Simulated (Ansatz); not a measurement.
Total energies of C3H5O2−, SMILES `CCC(=O)[O-]`.

```xyz
10

C    -1.070    0.505   -0.135
C     0.215    0.055    0.533
C     1.198   -0.729   -0.383
O     0.833   -0.917   -1.563
O     2.256   -1.087    0.176
H    -0.855    1.152   -0.989
H    -1.619   -0.353   -0.530
H    -1.725    1.049    0.559
H     0.766    0.913    0.935
H     0.001   -0.587    1.396
```

Total charge -1; spin multiplicity 1. The structure was optimised at the PBE0-D4/def2-TZVPD level. It is one conformer, not always the lowest. Basis def2-TZVPPD, the Gaussian-basis code of Ansatz.

RPA on PBE orbitals: Hartree–Fock energy of these orbitals -266.32508 Eh, correlation -1.55698 Eh (frozen core).

```tsv
functional	kind	energy without D4 (Eh)	D4 term (kJ/mol)
PBE0	global hybrid, 25 % exact exchange	-267.64731	-15.5
ωB97X-V	range-separated hybrid GGA with VV10	-267.86609	–
```

Task: Give the same for LDA (SPW92), PBE, revPBE, BLYP, r2SCAN, B97M-V, B3LYP, r2SCANh, r2SCAN0, HSE06 (plane-wave form), BHLYP, CAM-B3LYP, LC-ωPBE, ωB97M-V, B2PLYP, PBE-QIDH. (Best estimate.)

Result: Ansatz gave: 
```csv
functional,kind,energy without D4 (Eh),D4 term (kJ/mol)
LDA (SPW92),LDA,-265.79397,–
PBE,GGA,-267.64194,-18.7
revPBE,GGA,-267.87209,-67.5
BLYP,GGA,-267.87713,-42.4
r2SCAN,meta-GGA,-267.80738,-4.7
B97M-V,meta-GGA with VV10,-267.90777,–
B3LYP,"global hybrid, 20 %",-267.95876,-29.7
r2SCANh,"meta-GGA hybrid, 10 %",-267.79111,-4.9
r2SCAN0,"meta-GGA hybrid, 25 %",-267.76804,-5.4
HSE06 (plane-wave form),screened hybrid,-267.63360,-14.2
BHLYP,"global hybrid, 50 %",-267.79632,-19.9
CAM-B3LYP,range-separated hybrid,-267.84149,-15.3
LC-ωPBE,long-range corrected hybrid,-267.78702,–
ωB97M-V,range-separated hybrid meta-GGA with VV10,-267.85295,–
B2PLYP,double hybrid,-267.75011,–
PBE-QIDH,double hybrid,-267.60855,–
```

B3LYP takes the VWN-RPA correlation (the form of Gaussian; ORCA's B3LYP/G). HSE06 is the plane-wave form, built on full-range PBE exchange. The double hybrids freeze the cores in their second-order part.

LC-ωPBE has ω = 0.4 bohr⁻¹.
